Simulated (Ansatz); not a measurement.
# ZnO (zincite) under changes of volume

One of the cells (11.900 Å³/atom); the others are scaled copies at fixed shape and fractional positions:

```
Zn O
1.0
     3.24931    0.00000    0.00000
    -1.62465    2.81398    0.00000
     0.00000    0.00000    5.20571
Zn O
2 2
Direct
  0.66667 0.33333 0.00000
  0.33333 0.66667 0.50000
  0.33333 0.66667 0.87901
  0.66667 0.33333 0.37901
```

```yaml
Program: Ansatz 0.2.0
Functional: BLYP
Dispersion: D3(BJ)
Potentials_or_basis: Ansatz PAW
Cutoff: "420 eV (not typed: the program's choice for these potentials)"
k_mesh: 9 × 9 × 5
Occupations: fermi-dirac, width 0.05 eV
Spin: no spin polarisation
```

```tsv
volume (Å³/atom)	energy over the lowest point (meV/atom)	pressure (GPa)	gap on the mesh (eV)	largest force (eV/Å)
11.186	?	?	?	?
11.424	20.08	9.4	1.03	0.079
11.662	8.71	6.0	0.99	0.071
11.900	2.17	2.9	0.96	0.064
12.138	0.00	0.1	0.92	0.057
12.376	1.74	-2.4	0.89	0.050
12.614	6.97	-4.6	0.85	0.044
```

Q: What does the run at 11.186 Å³/atom give?

A: Energy over the lowest point 36.85 meV/atom; pressure 13.2 GPa; gap on the mesh 1.06 eV; largest force 0.088 eV/Å.

Worked out: A Birch-Murnaghan fit of order 3 (a polynomial in V^(-2/3)) to the other rows has its minimum at 12.15 Å³/atom with B0 = V·E''(V) = 134 GPa and B' = 4.5 at fixed shape and positions, which overstates the stiffness. It gives 36.87 meV/atom at 11.186 Å³/atom, against the run's 36.85, and -dE/dV = 13.3 GPa, against 13.2. A straight line through the other rows of the gap, of slope -1.79 eV per unit of ln V (its deformation potential), extrapolates to 1.07 eV, against the run's 1.06.

Energies are extrapolated to zero smearing.

Caveats: odd divisions of the mesh miss points on the zone boundary, where band edges often lie, so the gap on the mesh can be too wide; the PAW data sets come from PBE, with cores solved anew for the run's functional, which leaves a small shift of forces and pressure.
